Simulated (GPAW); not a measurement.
The system is CuO.

```
CELL_PARAMETERS angstrom
3.17550 0.00000 0.00000
0.00000 3.17550 0.00000
0.00000 0.00000 4.64953
ATOMIC_POSITIONS crystal
Cu 0.00000 0.00000 0.00000
Cu 0.50000 0.50000 0.00000
O 0.50000 0.00000 0.26700
O 0.00000 0.50000 0.73300
```

The cell was built by a generator and needn't be a form met in nature.

Base run:

```yaml
Program: GPAW 26.7.0
Functional: PBE
Potentials_or_basis: GPAW PAW data sets (gpaw-data 1.2.1)
Cutoff: 800 eV
Basis: pw
k_mesh: 8 × 8 × 6
Occupations: fermi-dirac, width 0.05 eV
Spin: no spin polarisation
```

Its results: band gap on the k mesh none (metal or under the smearing width); pressure 18.6 GPa; largest force 0.664 eV/Å.

Task: The run is repeated on the same cell with these changes: potentials or basis from GPAW PAW data sets (gpaw-data 1.2.1) to JTH PAW 2.0, PBE; valence electrons from 34 to 50. What comes out?

Result: Band gap on the k mesh none (metal or under the smearing width); pressure 16.6 GPa; largest force 0.862 eV/Å.

Caveats: the run has no spin polarisation, though such a crystal can be magnetic; semilocal functionals often make such compounds metallic where correlation or magnetic order opens a gap, which also shifts bond lengths; with this Cu data set, volumes or pressures lay over 1.5 % or 2 GPa off other programs in two to four cells of ten (some runs); so large a pressure means that the cell lies far from this level's equilibrium, or that cutoff or potentials fall short (some runs); the program truncates these outside data sets (some runs).
